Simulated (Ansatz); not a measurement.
**NaCl (P2_1/m) at 2 levels of theory**

One geometry, relaxed with PBE+D3(BJ); plane waves with PAW potentials in Ansatz, scalar-relativistic. No spin polarisation. Gaps are the least over mesh and band path; pressure is positive in compression.

```yaml
crystal:
  lattice:
    - [4.57956, 0.00000, 0.00000]
    - [0.00000, 5.57722, 0.00000]
    - [-2.09341, 0.00000, 4.14229]
  atoms:
    - { symbol: Na, position: [0.33030, 0.75000, 0.17273] }
    - { symbol: Na, position: [0.66970, 0.25000, 0.82727] }
    - { symbol: Cl, position: [0.67134, 0.75000, 0.82411] }
    - { symbol: Cl, position: [0.32866, 0.25000, 0.17589] }
```

```
     level  cutoff (eV)  k mesh  gap (eV)  pressure (GPa)
PBE+D3(BJ)          420   6×4×6      4.86             0.0
```

What comes out on the same cell with LDA?

```
level  cutoff (eV)  k mesh  gap (eV)  pressure (GPa)
  LDA          420   6×4×6      4.45            -1.3
```

It was reached by relaxing an invented guess, and it needn't be the stable form of this composition.
